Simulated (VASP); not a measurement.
Input of a VASP 6.6.1 run:

The input INCAR:

```
PREC = Accurate
ENCUT = 520
EDIFF = 1E-6
ISMEAR = -1
SIGMA = 0.05
LREAL = Auto
LASPH = True
NELM = 80
ALGO = Fast
ISIF = 2
LWAVE = False
LCHARG = False
GGA = PE
IVDW = 12
NBANDS = 66
```

Contents of KPOINTS:

```
Automatic mesh
0
Gamma
  1 1 1
```

POSCAR

```
H21O10F
1.0
    6.9382320000      0.0000000000      0.0000000000
    0.0000000000      6.9382320000      0.0000000000
    0.0000000000      0.0000000000      6.9382320000
O H F
10 21 1
Direct
    0.8390466044      0.7214229792      0.5588023001
    0.1978169655      0.1754481545      0.6300596463
    0.9977758023     -0.0156668154      0.3740866549
    0.2926105671      1.1268865037      0.9720343742
    0.7846955824      0.1621306408      0.1382628889
    0.2491701056      0.5883631450      0.4696441399
    0.0088062780      0.4700044622      0.0591505156
    0.5994034215      0.9578809126      0.8910915634
    0.5626073040      0.1423273249      0.5746420702
    0.1935219232      0.6661062934      0.8244607560
    0.8770966436      0.8276604184      0.4682316763
    0.7351152282      0.7981572251      0.6154017335
    0.1936948779      0.2991396079      0.5655331214
    0.3334134690      0.1427308859      0.6141045730
    1.0489848134      0.0473751815      0.4893465655
    0.9138783483      0.0535727257      0.2915728387
    0.2156024763      1.0941115835      0.8623234276
    0.2528165677      1.0174782279      1.0582234783
    0.6856934158      0.2323070200      0.2061620309
    0.8667914247      0.2666529456      0.0887401863
    0.1661518381      0.6653568229      0.3835991647
    0.3821867012      0.6029201676      0.4290286056
    0.0320110368      0.5625784782     -0.0499839152
    0.1153319751      0.3883986583      0.0365222725
    0.6910550123      1.0301471614      0.9740810051
    0.4755390134      0.9878885572      0.9484692930
    0.6023292389      0.2744791468      0.5854373275
    0.5883487321      0.0935252670      0.7150092415
    0.3259475901      0.6332593087      0.8501877712
    0.1991429517      0.6588854336      0.6719291024
    0.7112474763      0.5908709885      0.4010675919
    0.5934220706      0.5684157001      0.3321883731
```

Potentials or basis: VASP PAW PBE potentials, release 64 (O, H, F).

The run is started by

```sh
$ cat potpaw_PBE.64/O/POTCAR potpaw_PBE.64/H/POTCAR potpaw_PBE.64/F/POTCAR > POTCAR
$ mpirun -np 1 vasp_gam > vasp.out
```

Task: Predict the pressure.

Result: 3.7 GPa.

Task: Estimate the dispersion energy per atom.

Result: -0.032 eV.

Forces on the atoms (eV/Å):
```
O   -1.232 -0.437 -0.068
O   -1.492  0.058 -0.175
O    1.471 -2.459  0.537
O   -0.629 -1.279  2.936
O   -0.116 -0.005 -0.084
O   -1.275  0.133 -0.231
O   -1.603  0.545  0.327
O    1.456 -0.893 -0.788
O    0.371 -0.372  0.748
O    0.135  0.830 -1.988
H    1.192  0.128 -0.564
H   -0.243 -0.507  0.821
H   -0.326  0.666 -0.066
H    1.185 -0.286 -0.465
H    0.329  0.860  0.063
H   -1.107  1.507 -0.912
H   -0.685  0.446 -1.500
H    0.081  1.153  0.019
H   -0.545  0.129  0.325
H    0.474  0.915 -0.329
H    0.362 -0.355  0.140
H    0.508  0.092 -0.423
H   -0.007 -0.062  0.267
H    1.561 -1.265  0.014
H    0.010 -0.196  0.187
H   -0.546  0.426 -0.070
H    0.182  0.750 -0.287
H   -0.083 -0.550 -0.755
H    0.477 -0.108  0.577
H   -0.270 -0.079  1.560
H    0.983  0.986  1.055
F   -0.620 -0.768 -0.872
```
